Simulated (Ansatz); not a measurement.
# TiO2: the cost of one run

Method: DFT PBE, scalar-relativistic, plane waves, PAW, in Ansatz 0.2.0.

4 further runs of the same task are left out: 4 set aside as unsound or not needed.

## (1) The structure to begin with

The cell holds 30 atoms (EuO20Ti9): a = 7.720 Å, b = 7.720 Å, c = 7.720 Å, α = 102.18°, β = 113.24°, γ = 113.24°.

Structure file:

```
Eu Ti O
1.0
    -1.89960   -5.69880    4.84887
    -5.69880    1.89960   -4.84887
     5.69880   -1.89960   -4.84887
Eu Ti O
1 9 20
Direct
  0.40000 0.80000 0.60000
  0.00000 0.00000 0.00000
  0.20000 0.40000 0.80000
  0.80000 0.60000 0.20000
  0.60000 0.20000 0.40000
  0.50000 0.25000 0.75000
  0.10000 0.45000 0.15000
  0.30000 0.85000 0.95000
  0.90000 0.05000 0.35000
  0.70000 0.65000 0.55000
  0.50000 0.04352 0.54352
  0.10000 0.24352 0.94352
  0.30000 0.64352 0.74352
  0.90000 0.84352 0.14352
  0.70000 0.44352 0.34352
  0.40000 0.59352 0.39352
  0.00000 0.79352 0.79352
  0.20000 0.19352 0.59352
  0.80000 0.39352 0.99352
  0.60000 0.99352 0.19352
  0.50000 0.45648 0.95648
  0.10000 0.65648 0.35648
  0.30000 0.05648 0.15648
  0.90000 0.25648 0.55648
  0.70000 0.85648 0.75648
  0.80000 0.80648 0.40648
  0.40000 0.00648 0.80648
  0.60000 0.40648 0.60648
  0.20000 0.60648 0.00648
  0.00000 0.20648 0.20648
```

The host was relaxed before at PBE: a = 3.799 Å, b = 3.799 Å, c = 9.698 Å, α = 90.00°, β = 90.00°, γ = 90.00° (conventional cell), 11.665 Å³/atom.

Places, in fractions of the supercell: Eu in place of Ti at (0.400, 0.800, 0.600). The start keeps the symmetry of the ideal site.

## (2) Band edges of the host over the zone

input.yaml reads:

```yaml
crystal:
  lattice:
    - [-1.8996000593, 1.8996000593, 4.8488720583]
    - [1.8996000593, -1.8996000593, 4.8488720583]
    - [1.8996000593, 1.8996000593, -4.8488720583]
  atoms:
    - { symbol: Ti, position: [0.0, 0.0, 0.0] }
    - { symbol: Ti, position: [0.75, 0.25, 0.5] }
    - { symbol: O, position: [0.956481536, 0.456481536, 0.5] }
    - { symbol: O, position: [0.206481536, 0.206481536, 0.0] }
    - { symbol: O, position: [0.543518464, 0.043518464, 0.5] }
    - { symbol: O, position: [0.793518464, 0.793518464, 0.0] }
basis:
  ecutwfc: 420
  xc_grid: 2
kpoints:
  mp_grid: { grid: [10, 10, 10] }
  band_path: { path: [VBM, CBM], npoints: 2 }
hamiltonian:
  xc: pbe
scf:
  occupations: { method: gaussian, width: 0.02 }
output:
  forces: true
  stress: true
  eigenvalues: true
```

Launch:

```bash
$ ansatz run input.yaml --threads 8 --pin off --max-ram 16384MiB --backend cpu --events-out ev --progress --plain --runs-dir out
```

**Question.** How long does this run take on 8 threads of Arm Neoverse V1, shared host, and how much memory does it need?

About 2.9 s, with a peak of 0.53 GiB.
